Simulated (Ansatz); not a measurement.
## Al (P6_3/mmc): electronic heat capacity and spin susceptibility from the density of states

All numbers below come from Ansatz 0.2.0, DFT PBE+D3(BJ), scalar-relativistic, plane waves, PAW.

Cutoff 420 eV; k points 18×18×6 on the computed 4-atom cell (Γ-centred); Gaussian smearing, width 0.10 eV; no spin polarisation.

Relaxed cell: P6_3/mmc, a = 2.815 Å, b = 2.815 Å, c = 9.242 Å, α = 90.00°, β = 90.00°, γ = 120.00°, 4 atoms in the primitive cell. This form isn't the element's structure at ambient conditions.

The density of states at the Fermi level is 1.476 states/eV in the cell of 4 atoms (4 formula units; both spins, tetrahedra on a 27×27×9 mesh).

Task: What Sommerfeld coefficient and Pauli susceptibility does this give?

Result: Per formula unit N(E_F) = 0.369 states/eV. γ = (π²/3) k_B² N(E_F) N_A = 2.357 mJ/(mol K²) per state/eV, so γ = 0.9 mJ/(mol K²), a mole of formula units. χ_P = μ_B² N(E_F) N_A = 3.23×10⁻⁵ emu/mol per state/eV gives 1.2×10⁻⁵ emu/mol. This is the bare band result: a measured γ of the same phase is as a rule larger by a factor 1 + λ from phonons and spin fluctuations, the spin part of χ is larger by the Stoner factor, and a measured χ also holds orbital and core terms. N(E_F) at one energy is sensitive to the mesh where the density of states has sharp peaks.

Cost: 1 run of about 0.56 core-minutes, on Intel Xeon Platinum 8488C (Sapphire Rapids) (shared hosts).